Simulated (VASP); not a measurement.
**ZnCu under changes of volume**

One of the cells (13.026 Å³/atom); the others are scaled copies at fixed shape and fractional positions:

```
CELL_PARAMETERS angstrom
2.96450 0.00000 0.00000
0.00000 2.96450 0.00000
0.00000 0.00000 2.96450
ATOMIC_POSITIONS crystal
Zn 0.50000 0.50000 0.50000
Cu 0.00000 0.00000 0.00000
```

* Program: VASP 6.6.1
* Functional: PBE
* Potentials or basis: VASP PAW PBE potentials, release 64 (Zn, Cu)
* Cutoff: 520 eV
* k mesh: 9 × 9 × 9
* Occupations: fermi-dirac, width 0.05 eV
* Spin: no spin polarisation

```tsv
volume (Å³/atom)	energy over the lowest point (meV/atom)	pressure (GPa)
12.005	?	?
12.260	21.85	8.9
12.516	10.14	5.8
13.026	0.00	0.7
13.282	0.59	-1.4
13.537	4.43	-3.3
```

Task: What does the run at 12.005 Å³/atom give?

Result: Energy over the lowest point 38.72 meV/atom; pressure 12.3 GPa.

Worked out: A Birch-Murnaghan fit of order 3 (a polynomial in V^(-2/3)) to the other rows has its minimum at 13.11 Å³/atom with B0 = V·E''(V) = 113 GPa and B' = 4.8. It gives 38.63 meV/atom at 12.005 Å³/atom, against the run's 38.72, and -dE/dV = 12.3 GPa, against 12.3.

Energies are extrapolated to zero smearing.
